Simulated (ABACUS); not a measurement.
Ir:

```
CELL_PARAMETERS angstrom
0.00000 1.91560 1.91560
1.91560 0.00000 1.91560
1.91560 1.91560 0.00000
ATOMIC_POSITIONS crystal
Ir 0.00000 0.00000 0.00000
```

| Quantity | Value |
| --- | --- |
| Program | ABACUS 3.10.1 |
| Task | relaxation of cell and atoms |
| Functional | BLYP |
| Potentials or basis | PseudoDojo NC SR 0.4.1 PBE standard |
| Cutoff | 1361 eV |
| Density cutoff | 5442 eV |
| Basis | DZP LCAO (the cutoffs set its grid) |
| k mesh | 11 × 11 × 11 |
| Occupations | fermi-dirac, width 0.05 eV |
| Spin | no spin polarisation |

At the start: pressure 31.2 GPa; volume 14.06 Å³/atom.

Problem. How do energy, volume and symmetry change on relaxing?

Solution. Over 7 steps the energy falls by 113.4 meV/atom and the volume is 15.33 Å³/atom (+9.1 %); space group Fm-3m (No. 225, to 0.05 Å).

Step by step:
```csv
step,energy change (eV),largest force (eV/Å),pressure (GPa),volume (Å³)
1,0.0000,0.0000,31.17,14.06
2,0.7629,0.0000,-38.24,20.65
3,-0.1112,0.0000,-3.45,15.53
4,-0.1112,0.0000,-3.45,15.53
5,-0.1002,0.0000,9.44,14.87
6,-0.1134,0.0000,-0.03,15.34
7,-0.1134,0.0000,0.00,15.33
```

Final structure:
```cif
data_structure
_symmetry_space_group_name_H-M 'P 1'
_symmetry_Int_Tables_number 1
_cell_length_a 2.7886
_cell_length_b 2.7886
_cell_length_c 2.7886
_cell_angle_alpha 60.000
_cell_angle_beta 60.000
_cell_angle_gamma 60.000
_cell_volume 15.33
loop_
_atom_site_label
_atom_site_type_symbol
_atom_site_fract_x
_atom_site_fract_y
_atom_site_fract_z
_atom_site_occupancy
Ir1 Ir 0.00000 0.00000 0.00000 1
```

Caveat: the atomic orbitals were generated for these runs and aren't a published set; the potentials were made for another functional, which shifts forces and pressure; the basis of atomic orbitals isn't converged, which shifts pressures, moduli and gaps.
